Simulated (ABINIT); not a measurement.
Input of an ABINIT 10.8.3 (patched build) run:

File run.abi:

```
ndtset 2

pp_dirpath "./"
pseudos "N.GGA_PBE-JTH.xml, B.GGA_PBE-JTH.xml"

acell 3*1.0
rprim
     0.0000000000     3.4260753537     3.4260753537
     3.4260753537     0.0000000000     3.4260753537
     3.4260753537     3.4260753537     0.0000000000
ntypat 2
znucl 7 5
natom 2
typat 1 2
xcart
     0.9065005000     0.9065005000     0.9065005000
     0.0000000000     0.0000000000     0.0000000000 Angstrom

ecut 843.552974 eV
pawecutdg 53.0
pawxcdev 0

ixc 14

occopt 3
tsmear 0.05 eV

nstep 100

iomode 3
prtwf 0
prteig 0
prtebands 0
enunit 1
prtden1 1

kptopt1 1
ngkpt1 13 13 13
nshiftk1 1
shiftk1 0.0 0.0 0.0
nband1 8
tolvrs1 1.0e-9

iscf2 -2
getden2 1
nband2 14
nbdbuf2 4
tolwfr2 1.0e-11
kptopt2 -9
ndivsm2 8
prteig2 1
kptbounds2
     0.0000000000     0.0000000000     0.0000000000
     0.5000000000     0.0000000000     0.5000000000
     0.5000000000     0.2500000000     0.7500000000
     0.3750000000     0.3750000000     0.7500000000
     0.0000000000     0.0000000000     0.0000000000
     0.5000000000     0.5000000000     0.5000000000
     0.6250000000     0.2500000000     0.6250000000
     0.5000000000     0.2500000000     0.7500000000
     0.5000000000     0.5000000000     0.5000000000
     0.3750000000     0.3750000000     0.7500000000
```

Potentials or basis: JTH PAW PBE v2.0.

Launch:

```bash
$ abinit run.abi > log 2>&1
```

Estimate the pressure.

3.7 GPa.

What does it give for the band gap along the path?

4.46 eV, indirect (least direct gap 8.81 eV).

Estimate the band gap on the k mesh.

4.54 eV, indirect (least direct gap 8.81 eV).

Levels at the corners of the path, in eV from the valence-band top:
```tsv
point	band 2	band 3	band 4	band 5	band 6	band 7
Γ	0.00	0.00	0.00	8.81	8.81	8.81
X	-8.89	-4.86	-4.86	4.46	9.17	17.86
W	-7.59	-6.89	-6.44	9.59	13.23	14.51
K	-8.11	-7.59	-4.04	6.90	12.80	15.77
Γ	0.00	0.00	0.00	8.81	8.81	8.81
L	-10.62	-1.92	-1.92	10.00	10.68	10.68
U	-8.11	-7.59	-4.04	6.90	12.80	15.77
W	-7.59	-6.89	-6.44	9.59	13.23	14.51
L	-10.62	-1.92	-1.92	10.00	10.68	10.68
K	-8.11	-7.59	-4.04	6.90	12.80	15.77
```

Caveat: the PAW data sets were made with another functional, which shifts forces and pressure a little.

**The experiment to reproduce.**

A printed reference work, monograph reports, for a bulk crystal of BN at 300 K: band gap 6.4 eV (indirect).

Measured gap of BN: 6.4 eV (indirect; 300 K; a printed reference work, monograph). This calculation gives 4.46 eV (-1.94 eV). The value is that of revPBE, without temperature or zero-point motion. Semilocal functionals fall short of measured gaps as a rule. The cell is a database's relaxed one, not the measured one, which moves gaps too.
